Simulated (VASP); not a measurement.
Sn in VASP: convergence with PREC

Input of the first run (PREC Low); the others differ in this setting and in those tied to it:

Contents of INCAR:

```
PREC     = Low            # precision mode
ENCUT    = 520            # plane-wave cutoff, eV
EDIFF    = 1E-6           # SCF threshold, eV
ISMEAR   = 1              # smearing method
SIGMA    = 0.1            # smearing width, eV
LREAL    = F              # projectors in reciprocal space
LASPH    = T              # aspherical terms in the spheres
NELM     = 80             # most SCF steps
ALGO     = Normal         # electronic algorithm
ISIF     = 2              # what is computed and relaxed
LWAVE    = F              # write WAVECAR
LCHARG   = F              # write CHGCAR
GGA      = PE             # functional
```

The input KPOINTS:

```
regular mesh
0
Gamma
  7 7 7
```

Contents of POSCAR:

```
Sn
1.0
   -2.9401404553      2.9401404553      1.5993019889
    2.9401404553     -2.9401404553      1.5993019889
    2.9401404553      2.9401404553     -1.5993019889
Sn
2
Direct
   -0.0058270000     -0.0037240000      0.0050460000
    0.7464290000      0.2508350000      0.4976150000
```

Potentials or basis: VASP PAW PBE potentials, release 64 (Sn_d).

The run is started by

```bash
$ cat potpaw_PBE.64/Sn_d/POTCAR > POTCAR
$ mpirun -np 1 vasp_std > vasp.out
```

The cell isn't the ideal one: atoms moved at random, drawn with an rms of 0.02 Å.

Hardware: 1 thread of Intel(R) Xeon(R) Platinum 8488C (Sapphire Rapids), on a shared host.

```
    PREC  energy less the tightest run, at zero smearing (meV/atom)  largest force (eV/Å)  SCF cycles  CPU time (s)  peak memory (GiB)
     Low                                                      -1.34                 0.112          11            59               0.22
  Medium                                                      -0.17                 0.094          11            56               0.22
  Single                                                      -0.38                 0.105          11           100               0.23
  Normal                                                      -0.01                 0.100          11            58               0.26
    High                                                      -0.21                 0.102          11           100               0.24
Accurate                                                       0.00                 0.101          11           110               0.29
```

Against the tightest run, the energy stays within 1 meV/atom from Medium on; the largest force stays within 0.005 eV/Å from Single on. The tightest run that finished is the yardstick and may itself not be fully converged.
